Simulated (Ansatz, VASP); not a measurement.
## One calculation of Si2Ni, two programs

Contents of INCAR:

```
SYSTEM = Si2Ni
PREC     = Accurate       ! precision mode
ENCUT    = 600            ! plane-wave cutoff, eV
EDIFF    = 1E-6           ! SCF threshold, eV
ISMEAR   = -1             ! smearing method
SIGMA    = 0.05           ! smearing width, eV
LREAL    = .False.        ! projectors in reciprocal space
LASPH    = .True.         ! aspherical terms in the spheres
NELM     = 150            ! most SCF steps
ALGO     = Normal         ! electronic algorithm
ISIF     = 3              ! what is computed and relaxed
LWAVE    = .False.        ! write WAVECAR
LCHARG   = .False.        ! write CHGCAR
ISPIN    = 2              ! spin polarisation
MAGMOM   = 1 0 0          ! initial moments
LORBIT   = 11             ! projections on sites
LMAXMIX  = 4              ! l up to which the mixer works
GGA      = PS             ! functional
IVDW     = 12             ! dispersion correction
IBRION   = 2              ! ionic algorithm
NSW      = 80             ! ionic steps
EDIFFG   = -0.01          ! ionic threshold
```

File KPOINTS:

```
regular mesh
0
Gamma
  9 9 9
  0 0 0
```

Contents of POSCAR:

```
Si2Ni
1.0
    0.0000000000      2.7030000000      2.7030000000
    2.7030000000      0.0000000000      2.7030000000
    2.7030000000      2.7030000000      0.0000000000
Ni Si
1 2
Direct
    0.0000000000      0.0000000000      0.0000000000
    0.7500000000      0.7500000000      0.7500000000
    0.2500000000      0.2500000000      0.2500000000
```

File input.yaml:

```yaml
crystal:
  lattice:
    - [0.0, 2.703, 2.703]
    - [2.703, 0.0, 2.703]
    - [2.703, 2.703, 0.0]
  atoms:
    - { symbol: Ni, position: [0.0, 0.0, 0.0], spin: 1.0 }
    - { symbol: Si, position: [0.75, 0.75, 0.75] }
    - { symbol: Si, position: [0.25, 0.25, 0.25] }
kpoints:
  mp_grid: { grid: [9, 9, 9] }
scf:
  occupations: { method: fermi_dirac, width: 0.05 }
hamiltonian:
  xc: pbesol
  dispersion: d3bj
  pseudopotentials: { kind: all_electron, lapw: { basis_error: 0.002 } }
magnetization:
  spin_polarized: true
output:
  forces: true
  stress: true
relax:
  f_tol: 0.01
  max_steps: 60
  cell: {}
```

Alike in both runs: task relaxation of cell and atoms; functional PBEsol; dispersion D3(BJ); k mesh 9 × 9 × 9; occupations fermi-dirac, width 0.05 eV; collinear spin.

|  | VASP | Ansatz |
| --- | --- | --- |
| version | VASP 6.6.1 | Ansatz 0.2.0 |
| potentials or method | VASP PAW PBE potentials, release 64 (Ni, Si) | all-electron LAPW, scalar-relativistic |
| plane-wave cutoff (eV) | 600 | see its input |

```tsv
	VASP	Ansatz	Ansatz less VASP
net moment per atom (μB)	0.00	0.00	0.000
relaxed volume (Å³/atom)	12.70	12.69	-0.006
relaxed cell length with the largest relative difference (Å)	3.777	3.776	-0.0006
energy change over the relaxation (meV/atom)	-8	-8	-0.4
```

Ansatz ran all-electron here, so the differences hold the error of VASP's frozen core and of both bases.

Caveats: the PAW data sets were made with another functional, which shifts forces and pressure a little (VASP); pairwise dispersion overbinds metals, which lowers pressure and volume (VASP); the starting moments weren't kept (Ansatz).
